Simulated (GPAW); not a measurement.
Here is a GPAW 26.7.0 calculation.

run.py

```python
from ase.dft.bandgap import bandgap
from ase.io import write
from ase.spacegroup import crystal
from ase.units import GPa
from gpaw import GPAW, PW, setup_paths

setup_paths.insert(0, '.')

# Ga 4a
# P 4c
atoms = crystal(['Ga', 'P'],
                basis=[[0.0, 0.0, 0.0],
                       [0.25, 0.25, 0.25]],
                spacegroup=216, setting=1,  # F-43m
                cellpar=[5.4505, 5.4505, 5.4505, 90.0, 90.0, 90.0],
                primitive_cell=True)

calc = GPAW(mode=PW(600),
            xc='PBE',
            kpts={'size': (8, 8, 8), 'gamma': True},
            occupations={'name': 'fermi-dirac', 'width': 0.05},
            setups={'Ga': 'jth', 'P': 'jth'},
            nbands=-7,
            convergence={'density': 1e-05, 'energy': 1e-05},
            maxiter=150,
            txt='gpaw.txt')
atoms.calc = calc
energy = atoms.get_potential_energy()
forces = atoms.get_forces()
stress = atoms.get_stress()
calc.write('gs.gpw')
write('result.traj', atoms)
print(f'Energy: {energy:.6f} eV')
print('Forces (eV/A):')
print(forces.round(4))
print('Stress (GPa):', (stress / GPa).round(3))
print('Fermi level:', round(calc.get_fermi_level(), 4), 'eV')
print(f'Gap: {bandgap(calc)[0]:.4f} eV, direct: {bandgap(calc, direct=True)[0]:.4f} eV')

path = atoms.cell.bandpath('GXWKGLUWLK,UX', npoints=80, eps=1e-4)
bs_calc = calc.fixed_density(kpts=path, symmetry='off', nbands=-17,
                             convergence={'bands': 'CBM+6.0', 'eigenstates': 1e-6}, txt='bands.txt')
bs = bs_calc.band_structure()
bs.write('bs.json')
print(f'Gap on the path: {bandgap(bs_calc)[0]:.4f} eV')
```

Potentials or basis: JTH PAW 2.0, PBE, pw.

Launch:

```bash
$ OMP_NUM_THREADS=1 python run.py
```

(1) What does it give for the band gap on the k mesh?

(2) Predict the pressure.

(3) Predict the band gap along the path.

Results:

(1) 1.65 eV, indirect (least direct gap 1.82 eV).

(2) 2.4 GPa.

(3) 1.60 eV, indirect (least direct gap 1.82 eV).

Caveat: the program truncates these outside data sets.

**The experiment to reproduce.**

“Stacking defects in GaP nanowires: Electronic structure and optical properties”, 2018, arxiv:1810.01194 quotes, for a bulk crystal of GaP at 10 K: band gap 2.34 eV (indirect).

A measured gap of GaP is 2.34 eV (indirect; 10 K; quoted in “Stacking defects in GaP nanowires: Electronic structure and optical properties”, 2018, arxiv:1810.01194); the calculated 1.60 eV misses it by -0.74 eV. Spin-orbit coupling on Ga is left out. The value is that of PBE, without temperature or zero-point motion. Semilocal functionals fall short of measured gaps as a rule.
